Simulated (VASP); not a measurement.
Set up this calculation in VASP 6.6.1, as the native input.

```yaml
Task: relaxation of cell and atoms
Functional: LDA
Potentials_or_basis: VASP PAW LDA potentials, release 64 (Ba_sv, O)
Cutoff: 600 eV
k_mesh: 8 × 8 × 8
Occupations: gaussian, width 0.03 eV
Spin: no spin polarisation
Further_INCAR_settings: ALGO = Normal; EDIFF = 1e-06; IBRION = 2; EDIFFG = -0.01; NSW = 90; ISIF = 3
```

The structure of BaO lies in POSCAR:

```
BaO
1.0
    0.0000000000      2.7500000000      2.7500000000
    2.7500000000      0.0000000000      2.7500000000
    2.7500000000      2.7500000000      0.0000000000
Ba O
1 1
Direct
    0.0000000000      0.0000000000      0.0000000000
    0.5000000000      0.5000000000      0.5000000000
```

One way to write it, as run:

INCAR

```
PREC = Accurate
ENCUT = 600
EDIFF = 1E-6
ISMEAR = 0
SIGMA = 0.03
LREAL = F
LASPH = T
NELM = 80
ALGO = Normal
ISIF = 3
LWAVE = F
LCHARG = F
IBRION = 2
NSW = 90
EDIFFG = -0.01
```

KPOINTS

```
Automatic mesh
0
Gamma
  8 8 8
```

Potentials or basis: VASP PAW LDA potentials, release 64 (Ba_sv, O).

Launch:

```bash
$ cat potpaw_LDA.64/Ba_sv/POTCAR potpaw_LDA.64/O/POTCAR > POTCAR
$ mpirun -np 1 vasp_std > vasp.out
```

Results of the run:

The relaxed volume is 20.55 Å³/atom and the relaxed cell is a = 3.874 Å, b = 3.874 Å, c = 3.874 Å, α = 60.00°, β = 60.00°, γ = 60.00°. The space group after relaxing (to 0.05 Å) is Fm-3m (No. 225). The energy gained by relaxing is 0.8 meV/atom, the ionic steps are 3 and the pressure after relaxing is 0.0 GPa. The band gap on the k mesh is 1.70 eV, direct.

Caveat: spin-orbit coupling is left out, which moves the levels of the heavy elements.

It took 13 s on 1 thread of Intel(R) Xeon(R) 6975P-C (Granite Rapids) (shared host), peak memory 0.17 GiB.
